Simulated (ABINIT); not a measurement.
# C (Fd-3m) in ABINIT: a series of runs

The runs below take C through equation of state, band structure, with AM05, PBEsol.

Program: ABINIT 10.8.3 (patched build). These are calculated values, not measurements. Logs are shortened: lines on timing, memory, paths and dates and some standing lists are left out, and cuts for length are marked. The log counts tension as positive stress, the text compression.

**Measured values to compare with.**

From “Equation of state of cubic boron nitride at high pressures and temperatures”, 2007, arxiv:cond-mat/0702656, for a bulk crystal of C: bulk modulus 442 ± 5 GPa.

The runs below are set against these values where they give the same quantity.

### 1 The structure

The structure is cubic, space group Fd-3m (No. 227). The conventional cell has a = 3.567 Å, b = 3.567 Å, c = 3.567 Å, α = 90.00°, β = 90.00°, γ = 90.00°. C (site symmetry -43m) has 4 C at 1.54 Å as nearest neighbours.

This isn't the form of C at room conditions, which is graphite.

### 2 Equation of state, AM05

run.abi

```
ndtset 7
getwfk -1
scalecart1 3*0.9795861087
scalecart2 3*0.9864848297
scalecart3 3*0.9932883884
scalecart4 3*1.0000000000
scalecart5 3*1.0066227096
scalecart6 3*1.0131594038
scalecart7 3*1.0196128224

pp_dirpath "./"
pseudos "C.GGA_PBE-JTH.xml"

acell 3*1.0 Angstrom
rprim
     0.0000000000     1.7833700000     1.7833700000
     1.7833700000     0.0000000000     1.7833700000
     1.7833700000     1.7833700000     0.0000000000
ntypat 1
znucl 6
natom 2
typat 1 1
xred
     0.7500000000     0.7500000000     0.7500000000
     0.5000000000     0.5000000000     0.5000000000

ecut 544.227725 eV
pawecutdg 40.0

kptopt 1
ngkpt 13 13 13
nshiftk 1
shiftk 0.0 0.0 0.0

ixc -120135

nband 8
occopt 3
tsmear 0.00183747

nstep 100
tolvrs 1.0e-9

iomode 3
prtwf 1
prtden 0
prteig 0
prtebands 0
```

Potentials or basis: JTH PAW PBE v2.0.

Run with:

```sh
$ abinit run.abi > log 2>&1
```

run.abo:

```text
.Version 10.8.3 of ABINIT
 DATASET    1 : space group Fd -3 m (#227); Bravais cF (face-center cubic)
================================================================================
 Values of the parameters that define the memory need for DATASET  1.
     intxc =       0    ionmov =       0      iscf =      17    lmnmax =       8
     lnmax =       4     mgfft =      20  mpssoang =       2    mqgrid =    3001
     natom =       2  nloc_mem =       2    nspden =       1   nspinor =       1
    nsppol =       1      nsym =      48    n1xccc =       1    ntypat =       1
    occopt =       3   xclevel =       2
       mpw =         322          nfft =        8000          nkpt =          84
 PAW method is used; the additional fine FFT grid is defined by:
   mgfftf=        30    nfftf =     27000
================================================================================
================================================================================
[... 71 lines left out ...]
 DATASET    7 : space group Fd -3 m (#227); Bravais cF (face-center cubic)
================================================================================
 Values of the parameters that define the memory need for DATASET  7.
     intxc =       0    ionmov =       0      iscf =      17    lmnmax =       8
     lnmax =       4     mgfft =      20  mpssoang =       2    mqgrid =    3001
     natom =       2  nloc_mem =       2    nspden =       1   nspinor =       1
    nsppol =       1      nsym =      48    n1xccc =       1    ntypat =       1
    occopt =       3   xclevel =       2
       mpw =         356          nfft =        8000          nkpt =          84
 PAW method is used; the additional fine FFT grid is defined by:
   mgfftf=        30    nfftf =     27000
================================================================================
================================================================================

--------------------------------------------------------------------------------
------------- Echo of variables that govern the present computation ------------
--------------------------------------------------------------------------------
 -outvars: echo values of preprocessed input variables --------
            acell      1.8897261259E+00  1.8897261259E+00  1.8897261259E+00 Bohr
              amu      1.20110000E+01
             ecut      2.00000000E+01 Hartree
           getwfk          -1
                       outvar_i_n : Printing only first  50 k-points.
              ixc     -120135
           jdtset        1    2    3    4    5    6    7
                       outvar_i_n : Printing only first  50 k-points.
         kptrlatt       13    0    0      0   13    0      0    0   13
          kptrlen1     6.06933755E+01
          kptrlen2     6.11208078E+01
          kptrlen3     6.15423439E+01
          kptrlen4     6.19581831E+01
          kptrlen5     6.23685142E+01
          kptrlen6     6.27735159E+01
          kptrlen7     6.31733580E+01
            natom           2
            nband           8
           ndtset           7
            ngfft          20      20      20
          ngfftdg          30      30      30
             nkpt          84
            nstep         100
             nsym          48
           ntypat           1
                       prtocc : prtvol=0, do not print more k-points.
           occopt           3
        pawecutdg      4.00000000E+01 Hartree
         pawxcdev           0
           prtden           0
        prtebands           0
           prteig           0
            rprim1     0.0000000000E+00  1.7469644787E+00  1.7469644787E+00
                       1.7469644787E+00  0.0000000000E+00  1.7469644787E+00
                       1.7469644787E+00  1.7469644787E+00  0.0000000000E+00
            rprim2     0.0000000000E+00  1.7592674507E+00  1.7592674507E+00
                       1.7592674507E+00  0.0000000000E+00  1.7592674507E+00
                       1.7592674507E+00  1.7592674507E+00  0.0000000000E+00
            rprim3     0.0000000000E+00  1.7714007132E+00  1.7714007132E+00
                       1.7714007132E+00  0.0000000000E+00  1.7714007132E+00
                       1.7714007132E+00  1.7714007132E+00  0.0000000000E+00
            rprim4     0.0000000000E+00  1.7833700000E+00  1.7833700000E+00
                       1.7833700000E+00  0.0000000000E+00  1.7833700000E+00
                       1.7833700000E+00  1.7833700000E+00  0.0000000000E+00
            rprim5     0.0000000000E+00  1.7951807416E+00  1.7951807416E+00
                       1.7951807416E+00  0.0000000000E+00  1.7951807416E+00
                       1.7951807416E+00  1.7951807416E+00  0.0000000000E+00
            rprim6     0.0000000000E+00  1.8068380860E+00  1.8068380860E+00
                       1.8068380860E+00  0.0000000000E+00  1.8068380860E+00
                       1.8068380860E+00  1.8068380860E+00  0.0000000000E+00
[... 44 lines left out ...]

 chkinp: Checking input parameters for consistency, jdtset=   2.
[... 36 lines left out ...]
 getcut: wavevector=  0.0000  0.0000  0.0000  ngfft=  30  30  30
         ecut(hartree)=     40.000   => boxcut(ratio)=   2.25949

 getcut : COMMENT -
  Note that boxcut > 2.2 ; recall that boxcut=Gcut(box)/Gcut(sphere) = 2
  is sufficient for exact treatment of convolution.
  Such a large boxcut is a waste : you could raise ecut
  e.g. ecut=   51.052900 Hartrees makes boxcut=2

--- Pseudopotential description ------------------------------------------------
- pspini: atom type   1  psp file is ./C.GGA_PBE-JTH.xml
 Pseudopotential format is: paw10
 basis_size (lnmax)=  4 (lmn_size=  8), orbitals=   0   0   1   1
 Spheres core radius: rc_sph= 1.50736703
 Shapefunction is SIN type: shapef(r)=[sin(pi*r/rshp)/(pi*r/rshp)]**2
 Radius for shape functions =  1.30052589
 Compensation charge density is not taken into account in XC energy/potential

   6.99883411E+01                                ecore*ucvol(ha*bohr**3)
--------------------------------------------------------------------------------

[... 170 lines left out ...]
 getcut: wavevector=  0.0000  0.0000  0.0000  ngfft=  30  30  30
         ecut(hartree)=     40.000   => boxcut(ratio)=   2.24369

 getcut : COMMENT -
  Note that boxcut > 2.2 ; recall that boxcut=Gcut(box)/Gcut(sphere) = 2
  is sufficient for exact treatment of convolution.
  Such a large boxcut is a waste : you could raise ecut
  e.g. ecut=   50.341347 Hartrees makes boxcut=2

--------------------------------------------------------------------------------

-inwffil : will read wavefunctions from disk file runo_DS1_WFK.nc

================================================================================
[... 167 lines left out ...]
 getcut: wavevector=  0.0000  0.0000  0.0000  ngfft=  30  30  30
         ecut(hartree)=     40.000   => boxcut(ratio)=   2.22832

 getcut : COMMENT -
  Note that boxcut > 2.2 ; recall that boxcut=Gcut(box)/Gcut(sphere) = 2
  is sufficient for exact treatment of convolution.
  Such a large boxcut is a waste : you could raise ecut
  e.g. ecut=   49.654080 Hartrees makes boxcut=2

--------------------------------------------------------------------------------

-inwffil : will read wavefunctions from disk file runo_DS2_WFK.nc

================================================================================
[... 167 lines left out ...]
 getcut: wavevector=  0.0000  0.0000  0.0000  ngfft=  30  30  30
         ecut(hartree)=     40.000   => boxcut(ratio)=   2.21336

 getcut : COMMENT -
  Note that boxcut > 2.2 ; recall that boxcut=Gcut(box)/Gcut(sphere) = 2
  is sufficient for exact treatment of convolution.
  Such a large boxcut is a waste : you could raise ecut
  e.g. ecut=   48.989798 Hartrees makes boxcut=2

--------------------------------------------------------------------------------

-inwffil : will read wavefunctions from disk file runo_DS3_WFK.nc

================================================================================
[... 657 lines left out ...]
-Cartesian components of stress tensor (GPa)         [Pressure= -2.8911E+01 GPa]
- sigma(1 1)=  2.89107599E+01  sigma(3 2)=  0.00000000E+00
- sigma(2 2)=  2.89107599E+01  sigma(3 1)=  0.00000000E+00
- sigma(3 3)=  2.89107599E+01  sigma(2 1)=  0.00000000E+00

== END DATASET(S) ==============================================================
================================================================================

 -outvars: echo values of variables after computation  --------
            acell      1.8897261259E+00  1.8897261259E+00  1.8897261259E+00 Bohr
           etotal1    -1.1419961062E+01
           etotal2    -1.1420916612E+01
           etotal3    -1.1421335388E+01
           etotal4    -1.1421233769E+01
           etotal5    -1.1420711996E+01
           etotal6    -1.1419780068E+01
           etotal7    -1.1418453620E+01
            fcart1    -1.6312712772E-28  4.8938138316E-28 -4.8938138316E-28
                       1.6312712772E-28 -4.8938138316E-28  4.8938138316E-28
            fcart2     6.4794536502E-28 -6.4794536502E-28  1.3452465258E-43
                      -6.4794536502E-28  6.4794536502E-28 -8.9683101717E-44
            fcart3     3.2175362187E-28  0.0000000000E+00  1.7860913963E-44
                      -3.2175362187E-28  0.0000000000E+00 -1.7860913963E-44
            fcart4    -3.1959413653E-28  2.2371589557E-27 -9.5878240960E-28
                       3.1959413653E-28 -2.2371589557E-27  9.5878240960E-28
            fcart5    -3.1749148264E-28 -3.1749148264E-28  9.5247444793E-28
                       3.1749148264E-28  3.1749148264E-28 -9.5247444793E-28
[... 38 lines left out ...]
                       0.0000000000E+00  0.0000000000E+00  0.0000000000E+00
           xangst1     2.6204467180E+00  2.6204467180E+00  2.6204467180E+00
                       1.7469644787E+00  1.7469644787E+00  1.7469644787E+00
           xangst2     2.6389011761E+00  2.6389011761E+00  2.6389011761E+00
                       1.7592674507E+00  1.7592674507E+00  1.7592674507E+00
           xangst3     2.6571010698E+00  2.6571010698E+00  2.6571010698E+00
                       1.7714007132E+00  1.7714007132E+00  1.7714007132E+00
           xangst4     2.6750550000E+00  2.6750550000E+00  2.6750550000E+00
                       1.7833700000E+00  1.7833700000E+00  1.7833700000E+00
           xangst5     2.6927711124E+00  2.6927711124E+00  2.6927711124E+00
                       1.7951807416E+00  1.7951807416E+00  1.7951807416E+00
           xangst6     2.7102571289E+00  2.7102571289E+00  2.7102571289E+00
                       1.8068380860E+00  1.8068380860E+00  1.8068380860E+00
           xangst7     2.7275203786E+00  2.7275203786E+00  2.7275203786E+00
                       1.8183469191E+00  1.8183469191E+00  1.8183469191E+00
             xred      7.5000000000E-01  7.5000000000E-01  7.5000000000E-01
                       5.0000000000E-01  5.0000000000E-01  5.0000000000E-01
 Calculation completed.
```

It took 44 s on 1 thread of Arm Neoverse V1, shared host; peak memory 0.12 GiB.

What came out:

- Equilibrium volume: 5.59 Å³/atom
- Bulk modulus: 454 GPa
- Pressure derivative of the bulk modulus: 3.6 (rough: it moves with the points fitted)

Energy against volume, from the lowest point:
```
volume (Å³/atom)  energy (meV/atom)
           5.332              18.70
           5.445               5.70
           5.558               0.00
           5.672               1.38
           5.785               8.48
           5.899              21.16
           6.012              39.21
```

Caveat: pressures at fixed basis lie under the slope of the energies; the PAW data sets were made with another functional, which shifts forces and pressure a little; the atomic spheres overlap.

### 3 Band structure, AM05

run.abi

```
# Datasets: ground state, then fixed potential
ndtset 2

# Pseudopotentials
pp_dirpath "./"
pseudos "C.GGA_PBE-JTH.xml"

# Structure
acell 3*1.0 Angstrom
rprim
     0.0000000000     1.7833700000     1.7833700000
     1.7833700000     0.0000000000     1.7833700000
     1.7833700000     1.7833700000     0.0000000000
ntypat 1
znucl 6
natom 2
typat 1 1
xcart
     5.0551213183     5.0551213183     5.0551213183
     3.3700808789     3.3700808789     3.3700808789

# Plane-wave basis
ecut 20.0
pawecutdg 40.0

# Exchange and correlation
ixc -120135

# Bands and occupations
occopt 3
tsmear 0.00183747

# SCF cycle
nstep 100

# Output
iomode 3
prtwf 0
prteig 0
prtebands 0
enunit 1
prtden1 1

# Dataset 1
kptopt1 1
ngkpt1 13 13 13
nshiftk1 1
shiftk1 0.0 0.0 0.0
nband1 8
tolvrs1 1.0e-9

# Dataset 2: bands along G-X-W-K-G-L-U-W-L-K
iscf2 -2
getden2 1
nband2 12
nbdbuf2 2
tolwfr2 1.0e-12
kptopt2 -9
ndivsm2 5
prteig2 1
kptbounds2
     0.0000000000     0.0000000000     0.0000000000
     0.5000000000     0.0000000000     0.5000000000
     0.5000000000     0.2500000000     0.7500000000
     0.3750000000     0.3750000000     0.7500000000
     0.0000000000     0.0000000000     0.0000000000
     0.5000000000     0.5000000000     0.5000000000
     0.6250000000     0.2500000000     0.6250000000
     0.5000000000     0.2500000000     0.7500000000
     0.5000000000     0.5000000000     0.5000000000
     0.3750000000     0.3750000000     0.7500000000
```

Potentials or basis: JTH PAW PBE v2.0.

Run with:

```sh
$ abinit run.abi > log 2>&1
```

It took 13 s on 1 thread of Arm Neoverse V1, shared host; peak memory 0.1 GiB.

It converged, with:

- Free energy: -310.7876 eV
- Pressure: -6.5 GPa
- Band gap on the k mesh: 4.02 eV, indirect (least direct gap 5.52 eV)
- Band gap along the path: 4.01 eV, indirect (least direct gap 5.52 eV)

Levels at the corners of the path, in eV from the valence-band top:
```tsv
point	band 2	band 3	band 4	band 5	band 6	band 7
Γ	0.00	0.00	0.00	5.52	5.52	5.52
X	-12.76	-6.35	-6.35	4.62	4.62	16.80
W	-11.94	-8.42	-8.42	10.48	10.48	12.31
K	-11.73	-9.42	-5.41	5.54	10.65	14.33
Γ	0.00	0.00	0.00	5.52	5.52	5.52
L	-13.46	-2.82	-2.82	8.37	8.37	8.88
U	-11.73	-9.42	-5.41	5.54	10.65	14.33
W	-11.94	-8.42	-8.42	10.48	10.48	12.31
L	-13.46	-2.82	-2.82	8.37	8.37	8.88
K	-11.73	-9.42	-5.41	5.54	10.65	14.33
```

Caveat: the PAW data sets were made with another functional, which shifts forces and pressure a little; the atomic spheres overlap.

### 4 Band structure, PBEsol

Changes to run.abi since step 3:

```diff
@@ -8,7 +8,7 @@
 # Structure
-acell 3*1.0 Angstrom
+acell 2.5220660407 2.5220660407 2.5220660407 Angstrom
 rprim
-     0.0000000000     1.7833700000     1.7833700000
-     1.7833700000     0.0000000000     1.7833700000
-     1.7833700000     1.7833700000     0.0000000000
+     0.0000000000     0.7071067812     0.7071067812
+     0.7071067812     0.0000000000     0.7071067812
+     0.7071067812     0.7071067812     0.0000000000
 ntypat 1
@@ -18,4 +18,4 @@
 xcart
-     5.0551213183     5.0551213183     5.0551213183
-     3.3700808789     3.3700808789     3.3700808789
+     2.6750550000     2.6750550000     2.6750550000
+     1.7833700000     1.7833700000     1.7833700000 Angstrom
 
@@ -26,3 +26,3 @@
 # Exchange and correlation
-ixc -120135
+ixc -116133
 
@@ -40,3 +40,3 @@
 prtebands 0
-enunit 1
+enunit 2
 prtden1 1
```

Run with:

```sh
$ abinit run.abi > log 2>&1
```

Run time: 13 s. Hardware: 1 thread of Arm Neoverse V1, shared host; peak memory 0.1 GiB.

It converged, with:

```yaml
Free_energy: -311.7246 eV
Pressure: -5.3 GPa
Band_gap_on_the_k_mesh: 4.01 eV, indirect (least direct gap 5.54 eV)
Band_gap_along_the_path: 4.00 eV, indirect (least direct gap 5.54 eV)
```

Levels at the corners of the path, in eV from the valence-band top:
| point | band 1 | band 2 | band 3 | band 4 | band 5 | band 6 | band 7 | band 8 |
| --- | --- | --- | --- | --- | --- | --- | --- | --- |
| Γ | -21.52 | 0.00 | 0.00 | 0.00 | 5.54 | 5.54 | 5.54 | 13.34 |
| X | -12.78 | -12.78 | -6.33 | -6.33 | 4.60 | 4.60 | 16.80 | 16.80 |
| W | -11.96 | -11.96 | -8.41 | -8.41 | 10.47 | 10.47 | 12.30 | 12.30 |
| K | -12.96 | -11.74 | -9.41 | -5.39 | 5.52 | 10.64 | 14.34 | 15.60 |
| Γ | -21.52 | 0.00 | 0.00 | 0.00 | 5.54 | 5.54 | 5.54 | 13.34 |
| L | -15.69 | -13.46 | -2.81 | -2.81 | 8.39 | 8.39 | 8.82 | 15.49 |
| U | -12.96 | -11.74 | -9.41 | -5.39 | 5.52 | 10.64 | 14.34 | 15.60 |
| W | -11.96 | -11.96 | -8.41 | -8.41 | 10.47 | 10.47 | 12.30 | 12.30 |
| L | -15.69 | -13.46 | -2.81 | -2.81 | 8.39 | 8.39 | 8.82 | 15.49 |
| K | -12.96 | -11.74 | -9.41 | -5.39 | 5.52 | 10.64 | 14.34 | 15.60 |

Caveat: the PAW data sets were made with another functional, which shifts forces and pressure a little; the atomic spheres overlap. PBEsol gaps usually lie below the measured ones, often by a third to a half.

### 5 The runs side by side

```tsv
task	level	gap on the mesh (eV)	pressure (GPa)
equation of state	AM05	-	-
band structure	AM05	4.02	-6.5
band structure	PBEsol	4.01	-5.3
```

Alike in all rows: potentials or basis JTH PAW PBE v2.0; no spin polarisation; cell as given; k mesh 13 × 13 × 13; cutoff (eV) 544; smearing fermi-dirac 0.05 eV.

Caveats: the PAW data sets were made with another functional, which shifts forces and pressure a little; the atomic spheres overlap; pressures at fixed basis lie under the slope of the energies (some runs).

Total energies depend on the potentials used, so only differences within one code and one set of settings carry meaning.

### 6 Comparison with measurements

Step 2. A measured bulk modulus of C is 442 GPa (quoted in “Equation of state of cubic boron nitride at high pressures and temperatures”, 2007, arxiv:cond-mat/0702656); the calculated 454 GPa misses it by +2.7 %. 3 values of this kind are on record (442 to 444.8 GPa); this one was drawn at random among those near their median, those with a stated uncertainty first. The fit is for a static lattice scaled at fixed shape and fixed fractional positions. The cell as given is a measured one (5.67 Å³/atom); AM05 puts the equilibrium volume -1.4 % from it, thermal expansion not counted.
